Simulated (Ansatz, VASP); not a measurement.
# Ge3H4 (Ge wire along [110], 6 atoms a period, H-terminated) in two plane-wave programs

One calculation is typed for both programs; each brings its own data sets. How far apart do they land? The cell is taken from a series of runs on this material, whose earlier steps may have relaxed, scaled, displaced or heated it; both programs get it as it stands.

Method: plane waves, with VASP 6.6.1 beside it; single point at HSE06, in Ansatz 0.2.0.

## Step 1: The starting structure

The cell holds 14 atoms: 8 H and 6 Ge. Its edges and angles: a = 12.921 Å, b = 13.420 Å, c = 4.207 Å, α = 90.0°, β = 90.0°, γ = 90.0°. Vacuum lies along a and b. The structure's axis is c.

## Step 2: Ansatz: single point, HSE06

Ansatz runs on its PAW soft_1 files.

With cell and atoms fixed, the geometry can't cause a difference; cores, projectors, grids and the points listed under the comparison can.

Contents of input.yaml:

```yaml
crystal:
  lattice:
    - [12.921, 0.0, 0.0]
    - [0.0, 13.42, 0.0]
    - [0.0, 0.0, 4.2067090328]
  atoms:
    - { symbol: H, position: [0.377934152, 0.743335409, 0.0] }
    - { symbol: H, position: [0.377934152, 0.256694724, 0.0] }
    - { symbol: Ge, position: [0.447838385, 0.35096875, 0.0] }
    - { symbol: H, position: [0.733710936, 0.500015067, 0.207407317] }
    - { symbol: H, position: [0.266314824, 0.500015067, 0.292592683] }
    - { symbol: Ge, position: [0.552187375, 0.649061384, 0.5] }
    - { symbol: Ge, position: [0.552187375, 0.35096875, 0.5] }
    - { symbol: H, position: [0.622091608, 0.743335409, 0.5] }
    - { symbol: H, position: [0.622091608, 0.256694724, 0.5] }
    - { symbol: Ge, position: [0.662027475, 0.500015067, 0.5] }
    - { symbol: H, position: [0.266314824, 0.500015067, 0.707407317] }
    - { symbol: H, position: [0.733710936, 0.500015067, 0.792592683] }
    - { symbol: Ge, position: [0.337998285, 0.500015067, 0.0] }
    - { symbol: Ge, position: [0.447838385, 0.649061384, 0.0] }
kpoints:
  mp_grid: { grid: [1, 1, 8] }
scf:
  occupations: { method: fermi_dirac, width: 0.05 }
hamiltonian:
  xc: hse06
  pseudopotentials: { kind: paw, azcp: { folder: soft_1 } }
```

Run with:

```sh
ansatz run input.yaml --threads 4 --pin off --max-ram 16384MiB --backend cpu --events-out ev --progress --plain --runs-dir out
```

Numbers of over 12 decimals in the logs are rounded to 6 here.

Log:

```text
Engine: ansatz 0.2.0, aarch64-unknown-linux-gnu
Pseudopotentials: kind: paw
Pseudopotential: H, paw, valence charge 1, recommended cutoff 420 eV (normal), soft_1/H.paw.azcp
Pseudopotential: Ge, paw, valence charge 14, recommended cutoff 420 eV (normal), soft_1/Ge.paw.azcp
Functional definition: HSE06
  parameter a = 0.25
  parameter omega = 0.11/bohr
  exchange = pbe_x - a*pbe_x_sr(omega) + a*exact_x_sr(omega)
  correlation = pbe_c
Crystal: 14 atoms, lattice volume = 729.443 Å³
Basis set: ecut = 420 eV, 14177 PW (Γ)
Bands: 60, of which v1, the nominal top of the filled ones, is band 46 counted from 1 (45 counted from 0)
Symmetry: 8 space group operations
Space group: Pmma (ITA 51), of the structure as read, at distance tolerance 9.0e-5 Å
k-points: 5 of 8
Non-local potential: H, projectors of the file, l = 0: 2, l = 1: 1
Non-local potential: Ge, projectors of the file, l = 0: 2, l = 1: 2, l = 2: 3, l = 3: 1
PAW form: soft (Blöchl's): semilocal exchange-correlation on the pseudo side does not see the compensation charge
PAW frozen core: Ge, regenerated for the run's functional, and the local potential with it (the file was generated under x = pbe(κ = 0.804, μ = 0.219515), c = pbe(β = 0.066725))
PAW one-centre angular grid: H, 110 points (default); XC on 64 Gauss nodes
PAW one-centre angular grid: Ge, 590 points (default); XC on 64 Gauss nodes
Initial density: superposition of atomic densities (neutral atoms: chi_scale 0, normalization atom)
Initial wavefunctions: pseudopotential atomic-orbital guess
Functional: x = pbe(κ = 0.804, μ = 0.219515), c = pbe(β = 0.066725), warm-up for x = pbe(κ = 0.804, μ = 0.219515) + 0.25 (exact − pbe) at short range (hse, ω = 0.207870 Å⁻¹), c = pbe(β = 0.066725); HSE06 as pw.x's `hse` composes it (authors' and Libxc's form: `xc: wpbeh`)
iter 1 solved again at ethr=7.24e-3 eV; its pass at ethr=1.00e-1 eV (dr2=6.66e0 eV) is discarded
SCF iter   1: F=—  HF=-25896.967028 eV  |F-HF|=—  |Δ(HF+E_count)|=         —  Δρ=3.31e-2  dr2=6.77e0  ethr=7.24e-3  ⟨swp⟩=6.6  Hψ=1573  notcnv=0
preconditioner: auto → none  [insulator: Δε(μ)=2.533 eV  Ē_g=9.816 eV  σ=0.050 eV  W_gap=1.00  n_scr=88 (ndim 8)  ℏωp=7.8 eV  f_vac=0.635  D(μ)=0.00/eV (n_scr^D=0)]
SCF iter   2: F=—  HF=-25895.191652 eV  |F-HF|=—  |Δ(HF+E_count)|=    1.78e0  Δρ=1.22e-2  dr2=1.05e0  ethr=7.24e-3  ⟨swp⟩=6.0  Hψ=739  notcnv=0  defer=1
SCF iter   3: F=—  HF=-25895.074116 eV  |F-HF|=—  |Δ(HF+E_count)|=   1.18e-1  Δρ=4.28e-3  dr2=5.33e-1  ethr=1.15e-3  ⟨swp⟩=7.4  Hψ=913  notcnv=0  defer=2
iter 4 solved again at ethr=7.84e-6 eV; its pass at ethr=5.79e-4 eV (dr2=7.22e-3 eV) is discarded
SCF iter   4: F=—  HF=-25894.932449 eV  |F-HF|=—  |Δ(HF+E_count)|=   1.42e-1  Δρ=1.41e-3  dr2=8.13e-3  ethr=7.84e-6  ⟨swp⟩=5.2  Hψ=1597  notcnv=0
SCF iter   5: F=—  HF=-25894.933743 eV  |F-HF|=—  |Δ(HF+E_count)|=   1.29e-3  Δρ=4.90e-4  dr2=4.12e-3  ethr=7.84e-6  ⟨swp⟩=5.0  Hψ=737  notcnv=0  defer=1
SCF iter   6: F=-25894.932837 eV  HF=-25894.932908 eV  |F-HF|=7.12e-5  |Δ(HF+E_count)|=   8.35e-4  Δρ=1.20e-4  dr2=1.12e-4  ethr=4.48e-6  ⟨swp⟩=3.2  Hψ=594  notcnv=0
SCF 1 stopped early in 6 iterations: F = -25894.932837 eV  dr2 = 1.12e-4
  greatest PAW one-centre occupation: 0.998 electrons in one spin orbital (limit 2), on the Ge atom at site 12 (counted from 0), in its partial waves of l = 2
Initial density: handed on by an earlier stage of this run
Initial wavefunctions: those handed on with the density
Functional: x = pbe(κ = 0.804, μ = 0.219515) + 0.25 (exact − pbe) at short range (hse, ω = 0.207870 Å⁻¹), c = pbe(β = 0.066725); HSE06 as pw.x's `hse` composes it (authors' and Libxc's form: `xc: wpbeh`)
Exchange kernel: α = 0.2500, screened, ω = 0.2079 Å⁻¹, Wigner–Seitz truncation, v(0) = 1018.1292 eV·Å³, q-mesh 1×1×8, nearest image of the exchange supercell L = 12.92 Å, pair-density grid 90×90×30, without the augmentation charges, whose exchange is taken in its separable form by FFT convolution over the k-point mesh (the finest that the files' search goes to), smooth part of the exact exchange by density-matrix convolution
Frozen-core exchange: fock
SCF iter   1: F=—  HF=-25900.529824 eV  |F-HF|=—  |Δ(HF+E_count)|=         —  Δρ=4.16e-3  dr2=4.45e-2  ethr=1.22e-6  ⟨swp⟩=14.8  Hψ=1827  notcnv=0
preconditioner: auto → none  [insulator: Δε(μ)=3.028 eV  Ē_g=10.465 eV  σ=0.050 eV  W_gap=1.00  n_scr=88 (ndim 8)  ℏωp=7.8 eV  f_vac=0.681  D(μ)=0.00/eV (n_scr^D=0)]
SCF iter   2: F=—  HF=-25900.475873 eV  |F-HF|=—  |Δ(HF+E_count)|=   5.40e-2  Δρ=1.04e-3  dr2=7.45e-3  ethr=1.22e-6  ⟨swp⟩=4.0  Hψ=1057  notcnv=0
SCF iter   3: F=—  HF=-25900.475875 eV  |F-HF|=—  |Δ(HF+E_count)|=   1.99e-6  Δρ=2.90e-4  dr2=2.46e-3  ethr=1.22e-6  ⟨swp⟩=3.4  Hψ=664  notcnv=0
SCF iter   4: F=—  HF=-25900.504673 eV  |F-HF|=—  |Δ(HF+E_count)|=   2.88e-2  Δρ=4.26e-4  dr2=4.73e-4  ethr=4.09e-7  ⟨swp⟩=5.0  Hψ=1053  notcnv=0
SCF iter   5: F=—  HF=-25900.504367 eV  |F-HF|=—  |Δ(HF+E_count)|=   3.06e-4  Δρ=2.84e-5  dr2=4.07e-5  ethr=4.09e-7  ⟨swp⟩=3.0  Hψ=734  notcnv=0
SCF iter   6: F=-25900.504714 eV  HF=-25900.504723 eV  |F-HF|=8.77e-6  |Δ(HF+E_count)|=   3.56e-4  Δρ=5.03e-5  dr2=1.13e-5  ethr=5.68e-9  ⟨swp⟩=5.6  Hψ=1194  notcnv=0
SCF 2 stopped early in 6 iterations: F = -25900.504714 eV  dr2 = 1.13e-5
hybrid outer 1: dexx = +3.291e-2 eV, tail = 2.08e-4 eV
Exchange kernel: α = 0.2500, screened, ω = 0.2079 Å⁻¹, Wigner–Seitz truncation, v(0) = 1018.1292 eV·Å³, q-mesh 1×1×8, nearest image of the exchange supercell L = 12.92 Å, pair-density grid 90×90×30, without the augmentation charges, whose exchange is taken in its separable form by FFT convolution over the k-point mesh (the finest that the files' search goes to), smooth part of the exact exchange by density-matrix convolution
Frozen-core exchange: fock
SCF iter   1: F=—  HF=-25900.505610 eV  |F-HF|=—  |Δ(HF+E_count)|=         —  Δρ=3.63e-5  dr2=4.29e-6  ethr=1.13e-6  ⟨swp⟩=6.2  Hψ=672  notcnv=0
preconditioner: auto → none  [insulator: Δε(μ)=3.075 eV  Ē_g=10.471 eV  σ=0.050 eV  W_gap=1.00  n_scr=88 (ndim 8)  ℏωp=7.8 eV  f_vac=0.683  D(μ)=0.00/eV (n_scr^D=0)]
iter 2 solved again at ethr=2.67e-10 eV; its pass at ethr=4.47e-9 eV (dr2=2.45e-7 eV) is discarded
SCF iter   2: F=—  HF=-25900.505611 eV  |F-HF|=—  |Δ(HF+E_count)|=   9.22e-7  Δρ=6.69e-6  dr2=4.78e-7  ethr=2.67e-10  ⟨swp⟩=4.8  Hψ=1515  notcnv=0  defer=10
SCF iter   3: F=-25900.505612 eV  HF=-25900.505612 eV  |F-HF|=2.19e-8  |Δ(HF+E_count)|=   1.61e-6  Δρ=2.63e-6  dr2=3.64e-8  ethr=2.67e-10  ⟨swp⟩=5.0  Hψ=807  notcnv=0  defer=7
SCF 3 converged in 3 iterations: F = -25900.505612 eV  dr2 = 3.64e-8
hybrid outer 2: dexx = +2.071e-6 eV, tail = 1.78e-7 eV, Δε = 6.14e-3 eV (about 3.02e-4 eV left of the loop's levels)
hybrid SCF converged: 2 outer / 9 inner (+6 warm-up), last move |dexx| = 2.07e-6 eV, tail = 1.78e-7 eV
Stability not checked: this state was not tested for a lower state beside it, because the functional holds exact exchange (a hybrid, or Hartree-Fock), whose exchange loop this test does not read (fock_operator; see scf.lower_state_search)
Free energy (F): -25900.505612 eV
Frozen-core exchange: fock
Harris-Foulkes:  -25900.505612 eV  (|F-HF|=2.19e-8)
Internal energy: -25900.505612 eV  (E = F + TS)
E sigma→0 (E₀):  -25900.505612 eV
Fermi energy:    -2.037917 eV
--- Per-component energies (eV) ---
  E_band       = -2037.826266
  E_kinetic    = 651.990846
  E_local      = -39373.576656  (includes V_loc(G=0)·N_el)
  E_nonlocal   = 1312.713629
  E_hartree    = 18930.773304
  E_xc         = -399.891467
  E_vxc        = -381.792466  (∫ρ·V_xc dr)
  E_exx        = -341.179807  (= α·E_x^exact, valence–valence)
  E_paw        = -11848.283223  (= ΣΔE_a)
  E_vpaw       = -1426.338978  (= ΣTr[D̂ρ^β])
  E_aug_tail   = -0.007355  (compensation charges beyond the density's cutoff)
  E_ewald      = 5169.147321
  E_core_change = -2.192205  (= ΣΔE_core)
  E_smearing   = -0.000000  (= −TS)
  E_closure    = 0.000000  (closes the sum)
  Σ components = -25900.505612   (vs F -25900.505612, Δ=-3.64e-12)
--- Band table (eV; the first three rows and the last of 5) ---
  k-point 0: bands = [... 42 lower, -4.5255, -4.3437, -3.7515, -3.5640, -0.4890, -0.4648]
  k-point 1: bands = [... 42 lower, -4.3778, -4.3690, -4.3652, -4.2939, 0.5261, 0.5778]
  k-point 2: bands = [... 42 lower, -5.1426, -4.5112, -4.4452, -4.3230, 1.0973, 1.4186]
  k-point 4: bands = [... 42 lower, -4.8230, -4.8230, -4.6183, -4.6183, 1.0324, 1.0324]
  guard bands above this table: 12 of the run's 60 bands. The solve was not asked for them (output.publish_guard_bands: true or output.eigenvalues: true publishes all)
```

## Step 3: VASP: single point, HSE06

The same cell, functional, mesh and smearing now go to VASP, with its own data sets.

Lines of VASP's logs that name or quote its potential files are left out, and so is its time.

The run reads the wave functions of an earlier VASP run, which isn't shown here.

Contents of INCAR:

```
SYSTEM = Ge3H4
PREC = Accurate
ENCUT = 410
EDIFF = 1E-06
NELM = 100
ISMEAR = -1
SIGMA = 0.05
LREAL = .FALSE.
ALGO = Normal
LHFCALC = .TRUE.
AEXX = 0.25
GGA = PE
HFSCREEN = 0.208
LASPH = .TRUE.
NBANDS = 60
PRECFOCK = Fast
LORBIT = 11
LWAVE = .FALSE.
LCHARG = .FALSE.
ISIF = 2
```

Contents of POSCAR:

```
Ge3H4
1.0
   12.9210000000      0.0000000000      0.0000000000
    0.0000000000     13.4200000000      0.0000000000
    0.0000000000      0.0000000000      4.2067090328
H Ge
8 6
Direct
    0.3779341520      0.7433354090      0.0000000000
    0.3779341520      0.2566947240      0.0000000000
    0.7337109360      0.5000150670      0.2074073170
    0.2663148240      0.5000150670      0.2925926830
    0.6220916080      0.7433354090      0.5000000000
    0.6220916080      0.2566947240      0.5000000000
    0.2663148240      0.5000150670      0.7074073170
    0.7337109360      0.5000150670      0.7925926830
    0.4478383850      0.3509687500      0.0000000000
    0.5521873750      0.6490613840      0.5000000000
    0.5521873750      0.3509687500      0.5000000000
    0.6620274750      0.5000150670      0.5000000000
    0.3379982850      0.5000150670      0.0000000000
    0.4478383850      0.6490613840      0.0000000000
```

Contents of KPOINTS:

```
Automatic mesh
0
Gamma
1 1 8
0 0 0
```

Potentials, in the order of the species: H and Ge_d (PBE family, release 64).

Run with:

```sh
export OMP_NUM_THREADS=4
mpirun -np 1 vasp_std
```

Log:

```text
[banner, memory and clock lines left out]
running    1 mpi-ranks, on    1 nodes
 distrk:  each k-point on    1 cores,    1 groups
 distr:  one band on    1 cores,    1 groups
 Offloading initialized ...    1 GPUs detected
 POSCAR found type information on POSCAR H Ge
 POSCAR found :  2 types and      14 ions
 LDA part: xc-table for (Slater+PW92), standard interpolation
 found WAVECAR, reading the header
 POSCAR, INCAR and KPOINTS ok, starting setup
 FFT: planning ... GRIDC
 FFT: planning ... GRID_SOFT
 FFT: planning ... GRID
 reading WAVECAR
 the WAVECAR file was read successfully
 initial charge from wavefunction
 entering main loop
       N       E                     dE             d eps       ncg     rms          rms(c)
DAV:   1    -0.614759547956E+02   -0.61476E+02   -0.30877E+00   804   0.198E+01    0.165E+00
DAV:   2    -0.614739733524E+02    0.19814E-02   -0.23388E-01   736   0.360E+00    0.122E+00
DAV:   3    -0.614684205645E+02    0.55528E-02   -0.27885E-02   776   0.158E+00    0.852E-01
DAV:   4    -0.614674357740E+02    0.98479E-03   -0.35887E-03   736   0.536E-01    0.536E-01
DAV:   5    -0.614671600279E+02    0.27575E-03   -0.56478E-04   736   0.186E-01    0.325E-01
DAV:   6    -0.614670699930E+02    0.90035E-04   -0.97691E-05   700   0.123E-01    0.194E-01
DAV:   7    -0.614670321826E+02    0.37810E-04   -0.30676E-05   668   0.944E-02    0.115E-01
DAV:   8    -0.614670154426E+02    0.16740E-04   -0.12190E-05   724   0.611E-02    0.681E-02
DAV:   9    -0.614670080308E+02    0.74118E-05   -0.49861E-06   652   0.402E-02    0.403E-02
DAV:  10    -0.614670049603E+02    0.30705E-05   -0.19949E-06   512   0.282E-02    0.237E-02
DAV:  11    -0.614670040080E+02    0.95230E-06   -0.96902E-07   424   0.175E-02
   1 F= -.61467004E+02 E0= -.61467004E+02  d E =-.569154E-10
```

OUTCAR, selected parts (step 3):

```text
ion  position               nearest neighbor table
   1  0.378  0.743  0.000-  14 1.55
   2  0.378  0.257  0.000-   9 1.55
   3  0.734  0.500  0.207-  12 1.54
   4  0.266  0.500  0.293-  13 1.54
   5  0.622  0.743  0.500-  10 1.55
   6  0.622  0.257  0.500-  11 1.55
   7  0.266  0.500  0.707-  13 1.54
   8  0.734  0.500  0.793-  12 1.54
   9  0.448  0.351  0.000-   2 1.55  13 2.45  11 2.50  11 2.50
  10  0.552  0.649  0.500-   5 1.55  12 2.45  14 2.50  14 2.50
  11  0.552  0.351  0.500-   6 1.55  12 2.45   9 2.50   9 2.50
  12  0.662  0.500  0.500-   3 1.54   8 1.54  10 2.45  11 2.45
  13  0.338  0.500  0.000-   4 1.54   7 1.54   9 2.45  14 2.45
  14  0.448  0.649  0.000-   1 1.55  13 2.45  10 2.50  10 2.50

  LATTYP: Found a simple orthorhombic cell.
 ALAT       =     4.2067090328
 B/A-ratio  =     3.0715221565
 C/A-ratio  =     3.1901421979

 Subroutine GETGRP returns: Found  8 space group operations
 (whereof  2 operations were pure point group operations)

The static configuration has the point symmetry C_1h.
 The point group associated with its full space group is D_2h.

 Found      5 irreducible k-points:

   k-points           NKPTS =      5   k-points in BZ     NKDIM =      8   number of bands    NBANDS=     60

   dimension x,y,z NGX =    90 NGY =   90 NGZ =   28
   dimension x,y,z NGXF=   180 NGYF=  180 NGZF=   56

   ENCUT  =  410.0 eV  30.13 Ry    5.49 a.u.  21.33 22.16  6.95*2*pi/ulx,y,z

   NELECT =      92.0000    total number of electrons

 k-points in reciprocal lattice and weights: Automatic mesh
   0.00000000  0.00000000  0.00000000       0.125
   0.00000000  0.00000000  0.12500000       0.250
   0.00000000  0.00000000  0.25000000       0.250
   0.00000000  0.00000000  0.37500000       0.250
   0.00000000  0.00000000  0.50000000       0.125

  exchange ACFDT corr.  =         0.00000000  see jH, gK, PRB 81, 115126

 average (electrostatic) potential at core
       1 -35.3365       2 -35.3365       3 -35.3350       4 -35.3350       5 -35.3365
       6 -35.3365       7 -35.3350       8 -35.3350       9 -74.5467      10 -74.5466
      11 -74.5466      12 -74.3245      13 -74.3244      14 -74.5467

 E-fermi :  -3.1323

 k-point     1 :       0.0000    0.0000    0.0000
  band No.  band energies     occupation
    ...
     42      -5.2884      2.00000
     43      -5.2128      2.00000
     44      -5.0321      2.00000
     45      -4.4403      2.00000
     46      -4.2516      2.00000
     47      -1.1729      0.00000
     48      -1.1486      0.00000
     49       0.3161      0.00000
     50       0.5319      0.00000
     51       0.8512      0.00000
    ...

 k-point     2 :       0.0000    0.0000    0.1250
  band No.  band energies     occupation
    ...
     42      -5.3148      2.00000
     43      -5.0642      2.00000
     44      -5.0576      2.00000
     45      -5.0536      2.00000
     46      -4.9810      2.00000
     47      -0.1572      0.00000
     48      -0.1056      0.00000
     49       0.5050      0.00000
     50       0.6391      0.00000
     51       1.0191      0.00000
    ...

 k-point     3 :       0.0000    0.0000    0.2500
  band No.  band energies     occupation
    ...
     42      -6.1511      2.00000
     43      -5.8303      2.00000
     44      -5.1991      2.00000
     45      -5.1337      2.00000
     46      -5.0097      2.00000
     47       0.4135      0.00000
     48       0.7333      0.00000
     49       1.0725      0.00000
     50       1.1249      0.00000
     51       1.1745      0.00000
    ...

  Total       -2.8758930     -2.8381670     -2.9347691     -0.0000000      0.0000000      0.0000000
  in kB       -6.3167283     -6.2338653     -6.4460459     -0.0000000      0.0000000      0.0000000
  external PRESSURE =      -6.3322132 kB  Pullay stress =       0.0000000 kB

  energy-cutoff  :      410.00
  volume of cell :      729.44
      direct lattice vectors                 reciprocal lattice vectors
    12.921000000  0.000000000  0.000000000     0.077393391  0.000000000  0.000000000
     0.000000000 13.420000000  0.000000000     0.000000000  0.074515648  0.000000000
     0.000000000  0.000000000  4.206709033     0.000000000  0.000000000  0.237715514

 POSITION                                       TOTAL-FORCE (eV/Angst)
 -----------------------------------------------------------------------------------
      4.88329      9.97556      0.00000         0.137030     -0.194250      0.000000
      4.88329      3.44484      0.00000         0.137030      0.194250      0.000000
      9.48028      6.71020      0.87250        -0.154617      0.000000      0.226371
      3.44105      6.71020      1.23085         0.154617      0.000000     -0.226371
      8.03805      9.97556      2.10335        -0.137030     -0.194250      0.000000
      8.03805      3.44484      2.10335        -0.137030      0.194250      0.000000
      3.44105      6.71020      2.97586         0.154617      0.000000      0.226371
      9.48028      6.71020      3.33421        -0.154617      0.000000     -0.226371
      5.78652      4.71000      0.00000        -0.063035     -0.039358     -0.000000
      7.13481      8.71040      2.10335         0.063035      0.039358     -0.000000
      7.13481      4.71000      2.10335         0.063035     -0.039358      0.000000
      8.55406      6.71020      2.10335         0.092190      0.000000      0.000000
      4.36728      6.71020      0.00000        -0.092190      0.000000     -0.000000
      5.78652      8.71040      0.00000        -0.063035      0.039358      0.000000
 -----------------------------------------------------------------------------------
    total drift:                                0.000132     -0.000088      0.000001

  FREE ENERGIE OF THE ION-ELECTRON SYSTEM (eV)
  ---------------------------------------------------
  free  energy   TOTEN  =       -61.4670040080 eV

  energy  without entropy=      -61.4670040079  energy(sigma->0) =      -61.46700401

 total charge
# of ion       s       p       d       tot
------------------------------------------
    1        0.537   0.012   0.000   0.549
    2        0.537   0.012   0.000   0.549
    3        0.545   0.014   0.000   0.559
    4        0.545   0.014   0.000   0.559
    5        0.537   0.012   0.000   0.549
    6        0.537   0.012   0.000   0.549
    7        0.545   0.014   0.000   0.559
    8        0.545   0.014   0.000   0.559
    9        1.083   1.331  10.034  12.448
   10        1.083   1.331  10.034  12.448
   11        1.083   1.331  10.034  12.448
   12        1.081   1.426  10.056  12.563
   13        1.081   1.426  10.056  12.563
   14        1.083   1.331  10.034  12.448
--------------------------------------------------
tot         10.823   8.280  60.249  79.352

[... 2 further parts left out ...]
```

## Step 4: Side by side

Known differences besides the potentials themselves: exact exchange at q = 0 is treated differently, which shows on coarse meshes; VASP keeps PBE cores, Ansatz makes them for the functional; the cutoff is 420 eV in Ansatz and 410 eV in VASP; VASP takes a coarser grid for exact exchange (PRECFOCK = Fast). Total energies have different zeros and are not compared.

The two programs side by side:

```tsv
quantity	Ansatz	VASP	difference
gap on the k mesh (eV)	3.075	3.079	-0.004
```

A gap on the mesh is an upper bound, since the band edges may lie between its points.

## Step 5: Outcome

| Item | Value |
| --- | --- |
| difference in gap on the k mesh (single point, HSE06) | -0.0036 eV |

**Reading.** The difference in gap on the k mesh is -0.0036 eV (single point, HSE06), within the 0.08 eV picked in this series as the mark of a large difference. Such differences can come from data sets, numerical settings and the points named under the comparisons, not from the functional's error against experiment.

[Lines on the potential files, build, host, timing and source positions are cut from VASP's logs without a mark.]

[Logs are printed without paths, hosts, clocks, repeated set-up lines and the standing remarks that a program may print on its own settings, such as how far it seeks lower states.]

[Hosts, paths, dates, database ids (printed as entryN), source tags and the programs' standing remarks are cut or masked in the printed files.]
